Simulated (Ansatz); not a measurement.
Mo:

```
Mo
1.0
    -1.58381    1.58381    1.58381
     1.58381   -1.58381    1.58381
     1.58381    1.58381   -1.58381
Mo
1
Direct
  0.00000 0.00000 0.00000
```

Below is the output of Ansatz 0.2.0 for this cell. Logs are shortened: lines on timing, memory, paths and dates and some standing lists are left out, and cuts for length are marked.

```text
Warning: RAYON_NUM_THREADS=1 ignored (pool sized by the plan → 1); use --threads N
LAPW: plane waves up to 8.080 Å⁻¹, error target 1.0e-3 eV per atom; small_component_spin mean_spin; Mo in spheres of 1.372 Å, 30 of its electrons in bands, Dirac shells [] (how accurate: hamiltonian.pseudopotentials.lapw.basis_error, Limitations)
Engine: ansatz 0.2.0, aarch64-unknown-linux-gnu
Pseudopotentials: kind: all_electron
Pseudopotential: Mo, LAPW, valence charge 30, lapw/all_electron/scalar/gaussian/Mo, Koelling and Harmon's equation, gaussian nucleus
Functional definition: PBE
  parameter kappa = 0.804
  parameter beta = 0.06672455060314922
  exchange = pbe_x(kappa = kappa, mu = beta*pi^2/3)
  correlation = pbe_c(beta = beta)
Crystal: 1 atoms, lattice volume = 15.892 Å³
Basis set: ecut = 248.74271778401786 eV, 141 PW (Γ), exchange–correlation at level 2
Bands: 19, of which v1, the nominal top of the filled ones, is band 15 counted from 1 (14 counted from 0)
Symmetry: 48 space group operations
Space group: Im-3m (ITA 229), of the structure as read, at distance tolerance 2.5e-5 Å
k-points: 72 of 1728
Non-local potential: Mo, projectors of the file, none
Initial density: superposition of atomic densities (chi_scale 0.1, normalization cell)
Initial wavefunctions: plane waves of lowest kinetic energy (no species holds an atomic orbital)
Functional: x = pbe(κ = 0.804, μ = 0.2195149727645171), c = pbe(β = 0.06672455060314922)
iter 1 solved again at ethr=8.98e-4 eV; its pass at ethr=1.00e-1 eV (dr2=2.69e-1 eV) is discarded
SCF iter   1: F=—  HF=-110178.473115 eV  |F-HF|=—  |Δ(HF+E_count)|=         —  Δρ=5.38e-2  dr2=2.70e-1  ethr=8.98e-4  ⟨swp⟩=2.4  Hψ=8412  notcnv=0
preconditioner: auto → Kerker (q_TF=auto, 3.033 Å⁻¹)  [metal: Δε(μ)=0.004 eV  Ē_g=8.502 eV  σ=0.012 eV  W_gap=0.18  n_scr=12 (ndim 8)  ℏωp=22.8 eV  f_vac=0.000  D(μ)=1.91/eV (n_scr^D=18)]
SCF iter   2: F=—  HF=-110177.879537 eV  |F-HF|=—  |Δ(HF+E_count)|=   5.94e-1  Δρ=2.27e-2  dr2=5.76e-2  ethr=8.98e-4  ⟨swp⟩=2.2  Hψ=4237  notcnv=0
preconditioner: auto → none  [insulator: Δε(μ)=0.102 eV  Ē_g=8.229 eV  σ=0.012 eV  W_gap=0.75  n_scr=12 (ndim 8)  ℏωp=22.8 eV  f_vac=0.000  D(μ)=1.04/eV (n_scr^D=12)  ε∞_Penn≈8.7]
SCF iter   3: F=—  HF=-110177.861330 eV  |F-HF|=—  |Δ(HF+E_count)|=         —  Δρ=8.68e-3  dr2=8.83e-3  ethr=1.92e-4  ⟨swp⟩=2.0  Hψ=4161  notcnv=0  defer=1
the basis was enlarged: its passes take 557.4 KiB over the memory plan, 1 of 1 planned eigensolver slots
iter 4 solved again at ethr=2.31e-7 eV; its pass at ethr=2.94e-5 eV (dr2=6.92e-5 eV) is discarded
SCF iter   4: F=—  HF=-110177.861415 eV  |F-HF|=—  |Δ(HF+E_count)|=   8.56e-5  Δρ=7.61e-4  dr2=6.89e-5  ethr=2.31e-7  ⟨swp⟩=2.0  Hψ=6834  notcnv=0
SCF iter   5: F=—  HF=-110177.861410 eV  |F-HF|=—  |Δ(HF+E_count)|=   4.98e-6  Δρ=6.07e-5  dr2=3.01e-7  ethr=2.30e-7  ⟨swp⟩=2.0  Hψ=3961  notcnv=0
SCF iter   6: F=-110177.861411 eV  HF=-110177.861411 eV  |F-HF|=8.44e-10  |Δ(HF+E_count)|=   2.54e-7  Δρ=2.25e-6  dr2=3.95e-10  ethr=1.00e-9  ⟨swp⟩=3.0  Hψ=4098  notcnv=0
SCF 1 converged in 6 iterations: F = -110177.861411 eV  dr2 = 3.95e-10
SCF converged after 6 iterations
Free energy (F): -110177.861411 eV
Harris-Foulkes:  -110177.861411 eV  (|F-HF|=8.44e-10)
Internal energy: -110177.861363 eV  (E = F + TS)
E sigma→0 (E₀):  -110177.861387 eV
Entropy (-TS):   -0.000047 eV (-0.047 meV/atom)
Fermi energy:    22.947902 eV
--- Per-component energies (eV) ---
  E_band       = -4093.148539
  E_kinetic    = 114177.345126
  E_xc         = -3370.964198
  E_electrostatic = -220984.242291  (all electrons and nuclei)
  E_smearing   = -0.000047  (= −TS)
  E_closure    = 0.000000  (closes the sum)
  E_atoms      = -110166.923224  (free atoms, spherical and without spin; not in F)
  Σ components = -110177.861411   (vs F -110177.861411, Δ=0.00e0)
  Basis errors (estimates in eV, not in F): energy 2.5e-4 per atom: plane waves 2.0e-4 (1.0e-4 summed), levels above the bands 0.0e0, relativity 6.3e-8, radial functions 4.5e-5, core shells 1.4e-7; eigenvalues (radial functions only) 2.2e-6; not estimated: angular momenta, meshes, grids; target (lapw.basis_error) 1.0e-3; muffin-tin radii Mo 1.372 Å
--- Forces (eV/Å), atoms counted from 1 ---
  atom   1  Mo     0.00000000    -0.00000000    -0.00000000
  max |Σ_I F_I| component: 4.93e-31 eV/Å
--- Stress (GPa, compression-positive) ---
       -1.947842       0.000000       0.000000
        0.000000      -1.947842       0.000000
        0.000000       0.000000      -1.947842
  P = ⅓ Tr σ = -1.9478 GPa (-19.478 kbar)
--- Band table (eV; the first three rows and the last of 72) ---
  k-point 0: bands = ["-352.8961", "-352.8961", "-352.8961", "-194.7951", "-194.7951", "-194.7662", "-194.7662", "-194.7662", "-38.2718", "-11.5675", "-11.5675", "-11.5675", "15.8337", "21.6767", "21.6767", "21.6767", "24.6394", "24.6394", "37.6746"]
  k-point 1: bands = ["-352.8961", "-352.8961", "-352.8961", "-194.7951", "-194.7951", "-194.7662", "-194.7662", "-194.7662", "-38.2556", "-11.6625", "-11.5969", "-11.5682", "16.1319", "21.5107", "21.6454", "21.9575", "24.4090", "24.6450", "37.8848"]
  k-point 2: bands = ["-352.8961", "-352.8961", "-352.8961", "-194.7951", "-194.7951", "-194.7662", "-194.7662", "-194.7662", "-38.2110", "-11.9171", "-11.6766", "-11.5700", "16.9216", "21.0885", "21.4989", "22.7736", "24.0836", "24.6839", "38.1755"]
  k-point 71: bands = ["-352.8961", "-352.8961", "-352.8961", "-194.7951", "-194.7951", "-194.7661", "-194.7661", "-194.7661", "-37.8502", "-12.4857", "-12.4857", "-12.4857", "17.6973", "17.6973", "26.8934", "26.8934", "26.8934", "31.9301", "31.9301"]
```

What input gives this log?

Single point with PBE, no spin polarisation. The files as run (others can give the same):

input.yaml
```yaml
crystal:
  lattice:
    - [-1.5838089719, 1.5838089719, 1.5838089719]
    - [1.5838089719, -1.5838089719, 1.5838089719]
    - [1.5838089719, 1.5838089719, -1.5838089719]
  atoms:
    - { symbol: Mo, position: [0.0, 0.0, 0.0] }
kpoints:
  mp_grid: { grid: [12, 12, 12] }
scf:
  occupations: { method: gaussian, width: 0.012 }
hamiltonian:
  xc: pbe
  pseudopotentials: { kind: all_electron, lapw: { basis_error: 0.001 } }
output:
  forces: true
  stress: true
  eigenvalues: true
```

Potentials or basis: all-electron LAPW, scalar-relativistic.
Run with:
```sh
$ ansatz run input.yaml --threads 1 --pin off --max-ram 3072MiB --backend cpu --events-out ev --progress --plain --runs-dir out
```
